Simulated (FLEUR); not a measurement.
Runs of FLEUR MaX-R8.1 (later development tree) on AlNi3. Symmetry: Fm-3m, No. 225, cubic system. Conventional cell: a = 5.604 Å, b = 5.604 Å, c = 5.604 Å, α = 90.00°, β = 90.00°, γ = 90.00°. Ni (site symmetry -43m) has 4 Al at 2.43 Å and 4 Ni at 2.43 Å as nearest neighbours. Around Ni (site symmetry m-3m) lie 8 Ni at 2.43 Å. Al (site symmetry m-3m) is surrounded by 8 Ni at 2.43 Å. The cell comes from a database or a generator and needn't be the stable form of this composition.

```csv
task,level,spin,gmax,muffin-tin radii,max iterations,mixing factor,mixer,kmax,moment (μB),V0 of scaled cells (Å³/atom),B0 (GPa)
equation of state,PBEsol,"collinear, program default start",15.7 1/bohr,"Ni 2.06, Al 1.93 bohr",-,-,-,5.08 1/bohr,-,10.96,201
band structure,LDA,"collinear, ferromagnetic start",15.3 1/bohr,"Ni 2.12, Al 1.99 bohr",60,0.05,Anderson,4.92 1/bohr,0.00,-,-
band structure,PBEsol,"collinear, ferromagnetic start",15.3 1/bohr,"Ni 2.12, Al 1.99 bohr",60,0.05,Anderson,4.92 1/bohr,0.00,-,-
single point,PBEsol,"collinear, ferromagnetic start",15.7 1/bohr,"Ni 2.06, Al 1.93 bohr",60,0.05,Anderson,5.08 1/bohr,0.00,-,-
equation of state,LDA,"collinear, program default start",15.7 1/bohr,"Ni 2.06, Al 1.93 bohr",-,-,-,5.08 1/bohr,-,(a),220
```

Alike in all rows: potentials or basis all-electron, FLAPW; cell as given; k mesh 8 × 8 × 8; smearing fermi-dirac 0.05 eV.

**Question.** Estimate the missing entries.

**Answer.** (a) 10.59.
